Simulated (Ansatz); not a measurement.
# Pb (Fm-3m) in Ansatz: further runs

The runs below take Pb through single point, equation of state, with RPBE+D4.

All numbers are computed with Ansatz 0.2.0; they aren't measurements. Logs are shortened: lines on timing, memory, paths and dates and some standing lists are left out, and cuts for length are marked.

## (1) Starting point

The structure is cubic, space group Fm-3m (No. 225). The conventional cell has a = 4.950 Å, b = 4.950 Å, c = 4.950 Å, α = 90.00°, β = 90.00°, γ = 90.00°. Around Pb (site symmetry m-3m) lie 12 Pb at 3.50 Å.

## (2) Single point, RPBE+D4, 28.50 Å³/atom (volume scaled by 0.94)

input.yaml reads:

```yaml
crystal:
  lattice:
    - [0.0, 2.4244952108, 2.4244952108]
    - [2.4244952108, 0.0, 2.4244952108]
    - [2.4244952108, 2.4244952108, 0.0]
  atoms:
    - { symbol: Pb, position: [0.0, 0.0, 0.0] }
hamiltonian:
  xc: rpbe
  pseudopotentials: { kind: paw }
  dispersion: d4
kpoints:
  mp_grid: { grid: [9, 9, 9] }
scf:
  occupations: { method: fermi_dirac, width: 0.05 }
output:
  forces: true
  stress: true
  eigenvalues: true
```

Potentials or basis: Ansatz PAW.

Run with:

```sh
> ansatz run input.yaml --threads 2 --pin off --max-ram 5120MiB --backend cpu --events-out ev --progress --plain --runs-dir out
```

The program printed:

```text
Warning: RAYON_NUM_THREADS=2 ignored (pool sized by the plan → 2); use --threads N
Engine: ansatz 0.2.0, aarch64-unknown-linux-gnu
Pseudopotentials: kind: paw
Pseudopotential: Pb, paw, valence charge 14, recommended cutoff 420 eV (normal), Pb.paw.azcp
Functional definition: RPBE
  parameter kappa = 0.804
  parameter beta = 0.06672455060314922
  exchange = rpbe_x(kappa = kappa, mu = beta*pi^2/3)
  correlation = pbe_c(beta = beta)
Crystal: 1 atoms, lattice volume = 28.503 Å³
Basis set: ecut = 420 eV, 537 PW (Γ), exchange–correlation on 48×48×48 points (8 copies of the dense FFT grid, shifted against one another)
Bands: 11, of which v1, the nominal top of the filled ones, is band 7 counted from 1 (6 counted from 0)
Symmetry: 48 space group operations
Space group: Fm-3m (ITA 225), of the structure as read, at distance tolerance 3.1e-5 Å
k-points: 35 of 729
Non-local potential: Pb, projectors of the file, l = 0: 2, l = 1: 2, l = 2: 2, l = 3: 2
PAW form: soft (Blöchl's): semilocal exchange-correlation on the pseudo side does not see the compensation charge
PAW frozen core: Pb, regenerated for the run's functional, and the local potential with it (the file was generated under x = pbe(κ = 0.804, μ = 0.2195149727645171), c = pbe(β = 0.06672455060314922))
PAW one-centre angular grid: Pb, 590 points (default); XC on 64 Gauss nodes
Initial density: superposition of atomic densities (neutral atoms: chi_scale 0, normalization atom), corrected by the library's trained network
Initial wavefunctions: pseudopotential atomic-orbital guess
Functional: x = rpbe, c = pbe(β = 0.06672455060314922)
SCF iter   1: F=—  HF=-11922.360090 eV  |F-HF|=—  |Δ(HF+E_count)|=         —  Δρ=1.99e-3  dr2=9.86e-4  ethr=1.77e-3  ⟨swp⟩=5.9  Hψ=2589  notcnv=0
preconditioner: auto → none  [insulator: Δε(μ)=0.317 eV  Ē_g=20.326 eV  σ=0.050 eV  W_gap=0.52  n_scr=8 (ndim 8)  ℏωp=26.0 eV  f_vac=0.000  D(μ)=0.41/eV (n_scr^D=0)  ε∞_Penn≈2.6]
SCF iter   2: F=—  HF=-11922.359302 eV  |F-HF|=—  |Δ(HF+E_count)|=   7.88e-4  Δρ=3.03e-4  dr2=1.59e-5  ethr=7.05e-6  ⟨swp⟩=2.0  Hψ=941  notcnv=0
SCF iter   3: F=—  HF=-11922.359314 eV  |F-HF|=—  |Δ(HF+E_count)|=   1.23e-5  Δρ=1.57e-4  dr2=3.62e-6  ethr=1.13e-7  ⟨swp⟩=2.4  Hψ=605  notcnv=0
iter 4 did not close the SCF: its close was put off for the readings that it lacked (scf_convergence_deferred on its scf_iter line)
SCF iter   4: F=-11922.359321 eV  HF=-11922.359321 eV  |F-HF|=2.31e-8  |Δ(HF+E_count)|=   7.02e-6  Δρ=9.38e-6  dr2=3.02e-8  ethr=2.58e-8  ⟨swp⟩=2.5  Hψ=524  notcnv=0
iter 5 did not close the SCF: its close was put off for the readings that it lacked (scf_convergence_deferred on its scf_iter line)
SCF iter   5: F=-11922.359321 eV  HF=-11922.359321 eV  |F-HF|=3.04e-10  |Δ(HF+E_count)|=   1.04e-8  Δρ=1.27e-6  dr2=2.41e-10  ethr=2.16e-10  ⟨swp⟩=2.0  Hψ=617  notcnv=0
SCF iter   6: F=-11922.359321 eV  HF=-11922.359321 eV  |F-HF|=1.09e-11  |Δ(HF+E_count)|=  3.89e-10  Δρ=2.19e-7  dr2=6.83e-12  ethr=1.72e-12  ⟨swp⟩=2.6  Hψ=1603  notcnv=0
SCF 1 converged in 6 iterations: F = -11922.359321 eV  dr2 = 6.83e-12
SCF converged after 6 iterations
Free energy (F): -11922.359321 eV
Harris-Foulkes:  -11922.359321 eV  (|F-HF|=1.09e-11)
Internal energy: -11922.355925 eV  (E = F + TS)
E sigma→0 (E₀):  -11922.357623 eV
Entropy (-TS):   -0.003396 eV (-3.396 meV/atom)
Fermi energy:    11.861990 eV
--- Per-component energies (eV) ---
  E_band       = -23.150028
  E_kinetic    = 289.975748
  E_local      = -973.722454  (includes V_loc(G=0)·N_el)
  E_nonlocal   = 349.418924
  E_hartree    = 389.470043
  E_xc         = -221.626628
  E_vxc        = -132.924544  (∫ρ·V_xc dr)
  E_paw        = -10420.878695  (= ΣΔE_a)
  E_vpaw       = -334.837906  (= ΣTr[D̂ρ^β])
  E_aug_tail   = 0.000047  (compensation charges beyond the density's cutoff)
  E_ewald      = -1334.297968
  E_disp       = -0.773018  (pairwise vdW)
  E_core_change = 0.078076  (= ΣΔE_core)
  E_smearing   = -0.003396  (= −TS)
  E_closure    = 0.000000  (closes the sum)
  Σ components = -11922.359321   (vs F -11922.359321, Δ=0.00e0)
--- Forces (eV/Å), atoms counted from 1 ---
  atom   1  Pb    -0.00000000     0.00000000     0.00000000
  max |Σ_I F_I| component: 1.89e-31 eV/Å
--- Stress (GPa, compression-positive) ---
        3.681481      -0.000000       0.000000
       -0.000000       3.681481       0.000000
        0.000000      -0.000000       3.681481
  P = ⅓ Tr σ = 3.6815 GPa (36.815 kbar)
--- Band table (eV; the first three rows and the last of 35) ---
  k-point 0: bands = ["-5.1554", "-5.1554", "-5.1554", "-4.9877", "-4.9877", "-0.1402", "19.9817", "19.9817", "19.9817", "21.7884", "24.1435"]
  k-point 1: bands = ["-5.1570", "-5.1359", "-5.1359", "-4.9881", "-4.9881", "0.1139", "17.4558", "19.6788", "19.6788", "21.5044", "24.9410"]
  k-point 2: bands = ["-5.1659", "-5.1129", "-5.1129", "-4.9617", "-4.9617", "0.8786", "13.7815", "19.0344", "19.0344", "21.2610", "24.1636"]
  k-point 34: bands = ["-5.1520", "-5.1342", "-5.0375", "-4.9269", "-4.8009", "5.3272", "10.0937", "11.0762", "12.7998", "22.7580", "23.7137"]
```

Wall time 0.63 s (2 threads of Arm Neoverse V1, shared host); peak memory 0.27 GiB.

Results:

| Quantity | Value |
| --- | --- |
| Free energy | -11922.3593 eV |
| Pressure | 3.7 GPa |
| Band gap on the k mesh | none (metal or under the smearing width) |

Caveat: pairwise dispersion overbinds metals, which lowers pressure and volume; the PAW data sets come from PBE, with cores solved anew for the run's functional, which leaves a small shift of forces and pressure.

## (3) Single point, RPBE+D4, 29.11 Å³/atom (volume scaled by 0.96)

Edit input.yaml of step 2 so:

```diff
@@ -2,5 +2,5 @@
   lattice:
-    - [0.0, 2.4244952108, 2.4244952108]
-    - [2.4244952108, 0.0, 2.4244952108]
-    - [2.4244952108, 2.4244952108, 0.0]
+    - [0.0, 2.4415696833, 2.4415696833]
+    - [2.4415696833, 0.0, 2.4415696833]
+    - [2.4415696833, 2.4415696833, 0.0]
   atoms:
```

Potentials or basis: Ansatz PAW.

Run with:

```sh
> ansatz run input.yaml --threads 2 --pin off --max-ram 5120MiB --backend cpu --events-out ev --progress --plain --runs-dir out
```

It took 0.62 s on 2 threads of Arm Neoverse V1, shared host; peak memory 0.27 GiB.

Results (log left out):

```yaml
Free_energy: -11922.3708 eV
Pressure: 2.4 GPa
Band_gap_on_the_k_mesh: none (metal or under the smearing width)
```

Caveat: pairwise dispersion overbinds metals, which lowers pressure and volume; the PAW data sets come from PBE, with cores solved anew for the run's functional, which leaves a small shift of forces and pressure.

## (4) Single point, RPBE+D4, 29.72 Å³/atom (volume scaled by 0.98)

Edit input.yaml of step 3 so:

```diff
@@ -2,5 +2,5 @@
   lattice:
-    - [0.0, 2.4415696833, 2.4415696833]
-    - [2.4415696833, 0.0, 2.4415696833]
-    - [2.4415696833, 2.4415696833, 0.0]
+    - [0.0, 2.458408627, 2.458408627]
+    - [2.458408627, 0.0, 2.458408627]
+    - [2.458408627, 2.458408627, 0.0]
   atoms:
```

Run with:

```sh
> ansatz run input.yaml --threads 2 --pin off --max-ram 5120MiB --backend cpu --events-out ev --progress --plain --runs-dir out
```

It took 0.62 s on 2 threads of Arm Neoverse V1, shared host; peak memory 0.27 GiB.

Results (log left out):

- Free energy: -11922.3778 eV
- Pressure: 1.3 GPa
- Band gap on the k mesh: none (metal or under the smearing width)

Caveat: pairwise dispersion overbinds metals, which lowers pressure and volume; the PAW data sets come from PBE, with cores solved anew for the run's functional, which leaves a small shift of forces and pressure.

## (5) Single point, RPBE+D4, 30.32 Å³/atom

Edit input.yaml of step 4 so:

```diff
@@ -2,5 +2,5 @@
   lattice:
-    - [0.0, 2.458408627, 2.458408627]
-    - [2.458408627, 0.0, 2.458408627]
-    - [2.458408627, 2.458408627, 0.0]
+    - [0.0, 2.47502, 2.47502]
+    - [2.47502, 0.0, 2.47502]
+    - [2.47502, 2.47502, 0.0]
   atoms:
```

Run with:

```sh
> ansatz run input.yaml --threads 2 --pin off --max-ram 5120MiB --backend cpu --events-out ev --progress --plain --runs-dir out
```

It took 0.62 s on 2 threads of Arm Neoverse V1, shared host; peak memory 0.27 GiB.

Results (log left out):

```yaml
Free_energy: -11922.3808 eV
Pressure: 0.3 GPa
Band_gap_on_the_k_mesh: none (metal or under the smearing width)
```

Caveat: pairwise dispersion overbinds metals, which lowers pressure and volume; the PAW data sets come from PBE, with cores solved anew for the run's functional, which leaves a small shift of forces and pressure.

## (6) Single point, RPBE+D4, 30.93 Å³/atom (volume scaled by 1.02)

Edit input.yaml of step 5 so:

```diff
@@ -2,5 +2,5 @@
   lattice:
-    - [0.0, 2.47502, 2.47502]
-    - [2.47502, 0.0, 2.47502]
-    - [2.47502, 2.47502, 0.0]
+    - [0.0, 2.4914113386, 2.4914113386]
+    - [2.4914113386, 0.0, 2.4914113386]
+    - [2.4914113386, 2.4914113386, 0.0]
   atoms:
@@ -19 +19,5 @@
   eigenvalues: true
+  write_density: true
+  write_potential: true
+  elf: true
+  volumetric_format: npy
```

Potentials or basis: Ansatz PAW.

Run with:

```sh
> ansatz run input.yaml --threads 2 --pin off --max-ram 5120MiB --backend cpu --events-out ev --progress --plain --runs-dir out
```

It took 0.79 s on 2 threads of Arm Neoverse V1, shared host; peak memory 0.27 GiB.

Results (log left out):

* Free energy: -11922.3803 eV
* Pressure: -0.6 GPa
* Band gap on the k mesh: none (metal or under the smearing width)

Caveat: pairwise dispersion overbinds metals, which lowers pressure and volume; the PAW data sets come from PBE, with cores solved anew for the run's functional, which leaves a small shift of forces and pressure.

## (7) Single point, RPBE+D4, 31.54 Å³/atom (volume scaled by 1.04)

input.yaml reads:

```yaml
crystal:
  lattice:
    - [0.0, 2.5075897876, 2.5075897876]
    - [2.5075897876, 0.0, 2.5075897876]
    - [2.5075897876, 2.5075897876, 0.0]
  atoms:
    - { symbol: Pb, position: [0.0, 0.0, 0.0] }
hamiltonian:
  xc: rpbe
  pseudopotentials: { kind: paw }
  dispersion: d4
kpoints:
  mp_grid: { grid: [9, 9, 9] }
scf:
  occupations: { method: fermi_dirac, width: 0.05 }
output:
  forces: true
  stress: true
  eigenvalues: true
```

Run with:

```sh
> ansatz run input.yaml --threads 2 --pin off --max-ram 5120MiB --backend cpu --events-out ev --progress --plain --runs-dir out
```

Run time: 0.65 s. Hardware: 2 threads of Arm Neoverse V1, shared host; peak memory 0.27 GiB.

It converged, with:

```yaml
Free_energy: -11922.3766 eV
Pressure: -1.3 GPa
Band_gap_on_the_k_mesh: none (metal or under the smearing width)
```

Caveat: pairwise dispersion overbinds metals, which lowers pressure and volume; the PAW data sets come from PBE, with cores solved anew for the run's functional, which leaves a small shift of forces and pressure.

## (8) Single point, RPBE+D4, 32.14 Å³/atom (volume scaled by 1.06)

Edit input.yaml of step 7 so:

```diff
@@ -2,5 +2,5 @@
   lattice:
-    - [0.0, 2.5075897876, 2.5075897876]
-    - [2.5075897876, 0.0, 2.5075897876]
-    - [2.5075897876, 2.5075897876, 0.0]
+    - [0.0, 2.5235621278, 2.5235621278]
+    - [2.5235621278, 0.0, 2.5235621278]
+    - [2.5235621278, 2.5235621278, 0.0]
   atoms:
```

Run with:

```sh
> ansatz run input.yaml --threads 2 --pin off --max-ram 5120MiB --backend cpu --events-out ev --progress --plain --runs-dir out
```

Run time: 0.66 s. Hardware: 2 threads of Arm Neoverse V1, shared host; peak memory 0.27 GiB.

Results (log left out):

| Quantity | Value |
| --- | --- |
| Free energy | -11922.3703 eV |
| Pressure | -2.0 GPa |
| Band gap on the k mesh | none (metal or under the smearing width) |

Caveat: pairwise dispersion overbinds metals, which lowers pressure and volume; the PAW data sets come from PBE, with cores solved anew for the run's functional, which leaves a small shift of forces and pressure.

## (9) Equation of state, RPBE+D4

Potentials or basis: Ansatz PAW.

This step only gathers the single runs of the series.

Results:

```yaml
Equilibrium_volume: 30.53 Å³/atom
Bulk_modulus: 45 GPa
Pressure_derivative_of_the_bulk_modulus: 5.3
```

Energy against volume, from the lowest point:
```csv
volume (Å³/atom),energy (meV/atom)
28.503,21.50
29.110,10.00
29.716,2.99
30.323,0.00
30.929,0.55
31.535,4.19
32.142,10.56
```

Caveat: the potentials were made for another functional, which shifts forces and pressure.

## (10) Comparison with measurements

Step 9. The cell as given is a measured one (30.32 Å³/atom); RPBE+D4 puts the equilibrium volume +0.7 % from it, thermal expansion not counted.
